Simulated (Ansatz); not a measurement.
# CuI (Marshite): the cost of one run

Computed with the Python package of Ansatz 0.2.0. The levels of theory stand in the script.

The COD entry's cell or inner coordinates are ideal or old and differ from later refinements, so a difference from it is no clean test against experiment.

## 1. The structure

Symmetry: F-43m, No. 216, cubic system. Conventional cell: a = 6.063 Å, b = 6.063 Å, c = 6.063 Å, α = 90.00°, β = 90.00°, γ = 90.00°. Around Cu (site symmetry -43m) lie 4 I at 2.63 Å. Around I (site symmetry -43m) lie 4 Cu at 2.63 Å.

No structure file is read: the coordinates are typed or built in the script.

## 2. The code

Input file cui.py:

```python
"""Functional comparison for CuI (totals differ with the potentials too)."""

import ansatz as az
from tabulate import tabulate

KMESH = (6, 6, 6)
SMEARING = "Marzari-Vanderbilt"

structure = (
    az.Lattice.of((0.0, 3.0315, 3.0315), (3.0315, 0.0, 3.0315), (3.0315, 3.0315, 0.0))
    .atom("Cu", (0.25, 0.25, 0.25))
    .atom("I", (0.0, 0.0, 0.0))
)

calculation = (
    structure.calculation()
    .kpoints(mesh=KMESH)
    .basis(41 * az.Ry)
    .occupations(SMEARING)
    .forces()
    .stress()
)

rows = []
for value in ["r2scan", "pbesol", "blyp"]:
    rep = calculation.functional(value).run().report
    rows.append((value, rep["free_energy_ev"] / len(rep["lattice"]["sites"]), rep["n_iterations"], sum(rep["stress_gpa"][i][i] for i in range(3)) / 3, max(abs(f) for row in rep["forces_ev_ang"] for f in row), rep["n_kpoints"]))

print(tabulate(rows, headers=["functional", "F/atom (eV)", "iterations", "P (GPa)", "max component (eV/A)", "k-points"], floatfmt=".4f", tablefmt="simple"))
```

## 3. Launch

On the command line:

```console
> python cui.py
```

What time and memory should one allow on 1 thread of Arm Neoverse V1, shared host?

About 15 s, with a peak of 0.59 GiB.
